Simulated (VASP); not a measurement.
# CdTe (F-43m) in VASP: further runs

CdTe is run at these levels: r2SCAN; tasks: single point.

All numbers are computed with VASP 6.6.1; they aren't measurements. Logs are shortened: lines on timing, memory, paths and dates and some standing lists are left out, and cuts for length are marked.

**The experiment to reproduce.**

From a printed reference work, data compilation, for a bulk crystal of CdTe at 0 K: band gap 1.607 eV.

How close the calculation comes is told below.

## 1. The cell of the first run

Symmetry: F-43m, No. 216, cubic system. Conventional cell: a = 6.557 Å, b = 6.557 Å, c = 6.557 Å, α = 90.00°, β = 90.00°, γ = 90.00°. Within 3.7 Å of Cd (site symmetry -43m) lie 4 Te at 2.84 Å. Te (site symmetry -43m) has 4 Cd at 2.84 Å within 3.7 Å.

## 2. Single point, r2SCAN

POSCAR reads:

```
CdTe
1.0
    0.0000000000      3.2786029453      3.2786029453
    3.2786029453      0.0000000000      3.2786029453
    3.2786029453      3.2786029453      0.0000000000
Cd Te
1 1
Direct
    0.0000000000      0.0000000000      0.0000000000
    0.2500000000      0.2500000000      0.2500000000
```

INCAR.step1 reads:

```
SYSTEM = CdTe
PREC = Accurate ; ENCUT = 520
ISMEAR = -1 ; SIGMA = 0.02
LREAL = .False. ; LASPH = .True.
NELM = 60 ; NBANDS = 16
GGA = PE ; ALGO = Normal
EDIFF = 1E-4 ; LWAVE = .True.
LCHARG = .False.
```

INCAR.step2 reads:

```
SYSTEM = CdTe
PREC = Accurate ; ENCUT = 520
EDIFF = 1E-6 ; ISMEAR = -1
SIGMA = 0.02 ; LREAL = .False.
LASPH = .True. ; NELM = 60
ALGO = Normal ; ISIF = 2
LWAVE = .False. ; LCHARG = .False.
METAGGA = R2SCAN ; LMIXTAU = .True.
NBANDS = 16 ; ISTART = 1
```

KPOINTS reads:

```
Automatic mesh
0
Gamma
  8 8 8
  0 0 0
```

Potentials or basis: VASP PAW PBE potentials, release 64 (Cd, Te).

On the command line:

```bash
$ cat potpaw_PBE.64/Cd/POTCAR potpaw_PBE.64/Te/POTCAR > POTCAR
$ cp INCAR.step1 INCAR
$ mpirun -np 1 vasp_std > vasp.out
$ cp INCAR.step2 INCAR
$ mpirun -np 1 vasp_std > vasp.out
```

OUTCAR:

```text
SYSTEM = CdTe
   PREC = Accurate
   ENCUT = 520
   EDIFF = 1E-6
   ISMEAR = -1
   LREAL = .False.
   LASPH = .True.
   NELM = 60
   ISIF = 2
   METAGGA = R2SCAN
   ISTART = 1

 ion  position               nearest neighbor table
   1  0.000  0.000  0.000-   2 2.84   2 2.84   2 2.84   2 2.84
   2  0.250  0.250  0.250-   1 2.84   1 2.84   1 2.84   1 2.84

  LATTYP: Found a face centered cubic cell.
 ALAT       =     6.5572058906

  Lattice vectors:

 A1 = (   0.0000000000,   3.2786029453,   3.2786029453)
 A2 = (   3.2786029453,   0.0000000000,   3.2786029453)
 A3 = (   3.2786029453,   3.2786029453,   0.0000000000)

Analysis of symmetry for initial positions (statically):
=====================================================================
 Subroutine PRICEL returns:
 Original cell was already a primitive cell.

 Routine SETGRP: Setting up the symmetry group for a
 face centered cubic supercell.

 Subroutine GETGRP returns: Found 24 space group operations
 (whereof 24 operations were pure point group operations)
 out of a pool of 48 trial point group operations.

The static configuration has the point symmetry T_d .

Analysis of symmetry for dynamics (positions and initial velocities):
=====================================================================
 Subroutine PRICEL returns:
 Original cell was already a primitive cell.

 Routine SETGRP: Setting up the symmetry group for a
 face centered cubic supercell.

 Subroutine GETGRP returns: Found 24 space group operations
 (whereof 24 operations were pure point group operations)
 out of a pool of 48 trial point group operations.

The dynamic configuration has the point symmetry T_d .

 Subroutine INISYM returns: Found 24 space group operations
 (whereof 24 operations are pure point group operations),
 and found     1 'primitive' translations

----------------------------------------------------------------------------------------

                                     Primitive cell

  volume of cell :      70.4850

  direct lattice vectors                    reciprocal lattice vectors
     0.000000000  3.278602945  3.278602945    -0.152503981  0.152503981  0.152503981
[... 74 lines left out ...]
   NGX,Y,Z   is equivalent  to a cutoff of  12.91, 12.91, 12.91 a.u.
   NGXF,Y,Z  is equivalent  to a cutoff of  25.82, 25.82, 25.82 a.u.
 SYSTEM =  CdTe
   PREC   = accura    normal or accurate (medium, high low for compatibility)
   ISTART =      1    job   : 0-new  1-cont  2-samecut
   ICHARG =      0    charge: 1-file 2-atom 10-const
   ISPIN  =      1    spin polarized calculation?
   LNONCOLLINEAR =      F non collinear calculations
   LSORBIT =      F    spin-orbit coupling
   LASPH  =      T    aspherical Exc in radial PAW
   ENCUT  =  520.0 eV  38.22 Ry    6.18 a.u.   8.62  8.62  8.62*2*pi/ulx,y,z
   NELM   =     60;   NELMIN=  2; NELMDL=  0     # of ELM steps
   EDIFF  = 0.1E-05   stopping-criterion for ELM
   LREAL  =      F    real-space projection
   EDIFFG = 0.1E-04   stopping-criterion for IOM
   NSW    =      0    number of steps for IOM
   IBRION =     -1    ionic relax: 0-MD 1-quasi-New 2-CG
   NFREE  =      0    steps in history (QN), initial steepest desc. (CG)
   ISIF   =      2    stress and relaxation
   ISYM   =      2    0-nonsym 1-usesym 2-fastsym
   POTIM  = 0.5000    time-step for ionic-motion
   TEBEG  =    0.0;   TEEND  =   0.0 temperature during run
   PSTRESS=    0.0 pullay stress
   NELECT =      18.0000    total number of electrons
   NUPDOWN=      -1.0000    fix difference up-down
   EMIN   =  10.00;   EMAX   =-10.00  energy-range for DOS
   EFERMI =   0.00;   METHOD = LEGACY
   ISMEAR =    -1;   SIGMA  =   0.02  broadening in eV -4-tet -1-fermi 0-gaus
   EFERMI_NEDOS =   21; number of points for ismear=-14 and -15
   IALGO  =     38    algorithm
   IMIX   =      4    mixing-type and parameters
     AMIX     =   0.40;   BMIX     =  1.00
     AMIX_MAG =   1.60;   BMIX_MAG =  1.00
  volume/ion in A,a.u.               =      35.24       237.83
  Fermi-wavevector in a.u.,A,eV,Ry     =   1.038644  1.962753 14.677720  1.078782
  Thomas-Fermi vector in A             =   2.173138
   LORBIT       =      0    0 simple, 1 ext, 2 COOP (PROOUT), +10 PAW based schemes
   METAGGA = R2SCAN    functional components
   LHFCALC =     F    Hartree Fock is set to
   AEXX    =    0.0000 exact exchange contribution
   IVDW    =     0    specifies the selected vdW correction
   LEPSILON=     F    determine dielectric tensor
   LRPA    =     F    only Hartree local field effects (RPA)
 non-spin polarized calculation
  energy-cutoff  :      520.00
  volume of cell :       70.48
 maximum number of plane-waves:      1924
 NGX is ok and might be reduce to    36
   NGX = 17   NGY = 17   NGZ = 17

 number of electron      18.0000005 magnetization

 Free energy of the ion-electron system (eV)
  ---------------------------------------------------
  ext. energy  EPLUGINS =         0.00000000
  ---------------------------------------------------
  free energy    TOTEN  =       -46.64519864 eV

  energy without entropy =      -46.64519864  energy(sigma->0) =      -46.64519864

 E-fermi :   2.1859     XC(G=0):  -8.9420

 val. band max:        1.7858499259   @ k =   0.0000   0.0000   0.0000
 cond. band min:       2.9446623314   @ k =   0.0000   0.0000   0.0000
 fundamental gap:      1.1588124055
 Fermi energy:         2.1858807671

 k-point     1 :       0.0000    0.0000    0.0000
  band No.  band energies     occupation
      1      -9.5393      2.00000
      2      -6.6610      2.00000
      3      -6.6610      2.00000
      4      -6.6610      2.00000
      5      -6.4034      2.00000
      6      -6.4034      2.00000
[... 433 lines left out ...]
      3      -6.5635      2.00000
      4      -6.4173      2.00000
      5      -6.3978      2.00000
      6      -5.9647      2.00000
[... 8 lines left out ...]
     15      12.3521      0.00000
     16      12.9218      0.00000

 [... further k-points ...]
[... 5 lines left out ...]
  --------------------------------------------------------------------------------------
  -------------------------------------------------------------------------------------
  Total        0.0530810      0.0530810      0.0530810      0.0000000      0.0000000      0.0000000
  in kB        1.2065721      1.2065721      1.2065721      0.0000000      0.0000000      0.0000000
  external PRESSURE =       1.2065721 kB  Pullay stress =       0.0000000 kB

 VOLUME and BASIS-vectors are now :
 -----------------------------------------------------------------------------
  energy-cutoff  :      520.00
  volume of cell :       70.48
      direct lattice vectors                 reciprocal lattice vectors
     0.000000000  3.278602945  3.278602945    -0.152503981  0.152503981  0.152503981
     3.278602945  0.000000000  3.278602945     0.152503981 -0.152503981  0.152503981
     3.278602945  3.278602945  0.000000000     0.152503981  0.152503981 -0.152503981

 POSITION                                       TOTAL-FORCE (eV/Angst)
 -----------------------------------------------------------------------------------
      0.00000      0.00000      0.00000        -0.000000     -0.000000     -0.000000
      1.63930      1.63930      1.63930         0.000000      0.000000      0.000000
 -----------------------------------------------------------------------------------
    total drift:                               -0.000001     -0.000001     -0.000001

  FREE ENERGIE OF THE ION-ELECTRON SYSTEM (eV)
  ---------------------------------------------------
  free  energy   TOTEN  =       -46.6451986396 eV

  energy  without entropy=      -46.6451986396  energy(sigma->0) =      -46.64519864
```

OUTCAR.step1:

```text
SYSTEM = CdTe
   PREC = Accurate
   ENCUT = 520
   ISMEAR = -1
   LREAL = .False.
   LASPH = .True.
[... 677 lines left out ...]
      0.00000      0.00000      0.00000         0.000000     -0.000000     -0.000000
      1.63930      1.63930      1.63930        -0.000000      0.000000      0.000000
 -----------------------------------------------------------------------------------
    total drift:                               -0.000000     -0.000000     -0.000000

  FREE ENERGIE OF THE ION-ELECTRON SYSTEM (eV)
  ---------------------------------------------------
  free  energy   TOTEN  =        -4.8043005373 eV

  energy  without entropy=       -4.8043005370  energy(sigma->0) =       -4.80430054
```

OSZICAR.step1:

```text
N       E                     dE             d eps       ncg     rms          rms(c)
DAV:   1     0.101876217310E+03    0.10188E+03   -0.83740E+03   936   0.980E+02
DAV:   2    -0.134507586570E+01   -0.10322E+03   -0.98414E+02  1104   0.236E+02
DAV:   3    -0.500152012840E+01   -0.36564E+01   -0.36521E+01  1144   0.462E+01
DAV:   4    -0.503589904204E+01   -0.34379E-01   -0.34378E-01  1376   0.394E+00
DAV:   5    -0.503598484660E+01   -0.85805E-04   -0.85805E-04  1184   0.182E-01    0.522E+00
DAV:   6    -0.481810727434E+01    0.21788E+00   -0.37448E-01  1088   0.712E+00    0.433E+00
DAV:   7    -0.480297798444E+01    0.15129E-01   -0.10433E-01  1128   0.206E+00    0.168E+00
DAV:   8    -0.480391028864E+01   -0.93230E-03   -0.10184E-02  1008   0.114E+00    0.454E-01
DAV:   9    -0.480424628509E+01   -0.33600E-03   -0.96462E-04  1112   0.318E-01    0.100E-01
DAV:  10    -0.480430053726E+01   -0.54252E-04   -0.10161E-04   920   0.101E-01
   1 F= -.48043005E+01 E0= -.48043005E+01  d E =-.308632E-09
```

It took 83 s on 1 thread of Intel Xeon Platinum 8488C (Sapphire Rapids), shared host; peak memory 0.23 GiB.

Results:

| Quantity | Value |
| --- | --- |
| Free energy | -46.6452 eV |
| Pressure | 0.1 GPa |
| Band gap on the k mesh | 1.16 eV, direct |

Levels at points of the mesh, in eV from the valence-band top:
```csv
k point,band 5,band 6,band 7,band 8,band 9,band 10,band 11,band 12,band 13,band 14
"(0.00, 0.00, 0.00)",-8.19,-8.19,0.00,0.00,0.00,1.16,5.05,5.05,5.05,7.87
"(0.50, 0.00, 0.00)",-8.18,-7.84,-4.29,-0.74,-0.74,2.19,5.60,5.60,7.38,9.09
"(0.50, 0.50, 0.00)",-8.16,-7.70,-4.18,-1.79,-1.79,2.95,2.99,9.26,9.64,9.64
```

Caveat: the PAW data sets were made with another functional, which shifts forces and pressure a little; spin-orbit coupling is left out, which moves the levels of the heavy elements.

## 3. Single point, r2SCAN

POSCAR reads:

```
CdTe
1.0
    0.0000000000      3.2786029500      3.2786029500
    3.2786029500      0.0000000000      3.2786029500
    3.2786029500      3.2786029500      0.0000000000
Cd Te
1 1
Direct
    0.0000000000      0.0000000000      0.0000000000
    0.2500000000      0.2500000000      0.2500000000
```

INCAR.step1 reads:

```
  PREC = Accurate
  ENCUT = 520
  ISMEAR = -1
  SIGMA = 0.02
  LREAL = F
  LASPH = T
  NELM = 80
  NBANDS = 16
  GGA = PE
  ALGO = Normal
  EDIFF = 1E-4
  LWAVE = T
  LCHARG = F
```

INCAR.step2 reads:

```
  PREC = Accurate
  ENCUT = 520
  EDIFF = 1E-6
  ISMEAR = -1
  SIGMA = 0.02
  LREAL = F
  LASPH = T
  NELM = 80
  ALGO = Normal
  ISIF = 2
  LWAVE = F
  LCHARG = F
  METAGGA = R2SCAN
  LMIXTAU = T
  NBANDS = 16
  ISTART = 1
```

KPOINTS reads:

```
Automatic mesh
0
Gamma
  8 8 8
```

Potentials or basis: VASP PAW PBE potentials, release 64 (Cd, Te).

On the command line:

```bash
$ cat potpaw_PBE.64/Cd/POTCAR potpaw_PBE.64/Te/POTCAR > POTCAR
$ cp INCAR.step1 INCAR
$ mpirun -np 1 vasp_std > vasp.out
$ cp INCAR.step2 INCAR
$ mpirun -np 1 vasp_std > vasp.out
```

Run time: 78 s. Hardware: 1 thread of Intel Xeon Platinum 8488C (Sapphire Rapids), shared host; peak memory 0.23 GiB.

The run converged. Its results:

| Quantity | Value |
| --- | --- |
| Free energy | -46.6452 eV |
| Pressure | 0.1 GPa |
| Band gap on the k mesh | 1.16 eV, direct |

Levels at points of the mesh, in eV from the valence-band top:
| k point | band 7 | band 8 | band 9 | band 10 | band 11 | band 12 |
| --- | --- | --- | --- | --- | --- | --- |
| (0.00, 0.00, 0.00) | 0.00 | 0.00 | 0.00 | 1.16 | 5.05 | 5.05 |
| (0.50, 0.00, 0.00) | -4.29 | -0.74 | -0.74 | 2.19 | 5.60 | 5.60 |
| (0.50, 0.50, 0.00) | -4.18 | -1.79 | -1.79 | 2.95 | 2.99 | 9.26 |

Caveat: the PAW data sets were made with another functional, which shifts forces and pressure a little; spin-orbit coupling is left out, which moves the levels of the heavy elements.

## 4. Against experiment

Step 2. Against the measured gap of CdTe, 1.607 eV (0 K; a printed reference work, data compilation), the calculated 1.16 eV is off by -0.45 eV. Spin-orbit coupling on Cd, Te is left out. The value is that of r2SCAN, without temperature or zero-point motion.

Step 3. A measured gap of CdTe is 1.607 eV (0 K; a printed reference work, data compilation); the calculated 1.16 eV misses it by -0.45 eV. Spin-orbit coupling on Cd, Te is left out. The value is that of r2SCAN, without temperature or zero-point motion.
